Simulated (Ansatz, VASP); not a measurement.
## One calculation of In, two programs

```
CELL_PARAMETERS angstrom
3.09257 0.00000 0.00000
0.00000 3.09257 0.00000
0.00000 0.00000 3.09257
ATOMIC_POSITIONS crystal
In 0.00000 0.00000 0.00000
```

Alike in both runs: task single point; functional PBEsol; k mesh 12 × 12 × 12; occupations fermi-dirac, width 0.1 eV; no spin polarisation.

|  | VASP | Ansatz |
| --- | --- | --- |
| version | VASP 6.6.1 | Ansatz 0.2.0 |
| potentials or method | VASP PAW PBE potentials, release 64 (In_d) | plane waves (420 eV) with PAW, scalar-relativistic |
| plane-wave cutoff (eV) | 520 | 420 |
| valence electrons in the cell | 13 | 13 |

```csv
,VASP,Ansatz,Ansatz less VASP
pressure (GPa),-2.6,-2.6,+0.02
```

The functional is the same, so the differences come from potentials, cutoffs and numerics. Ansatz warned: «pseudo_functional_mismatch».

Caveats: the PAW data sets were made with another functional, which shifts forces and pressure a little (VASP).
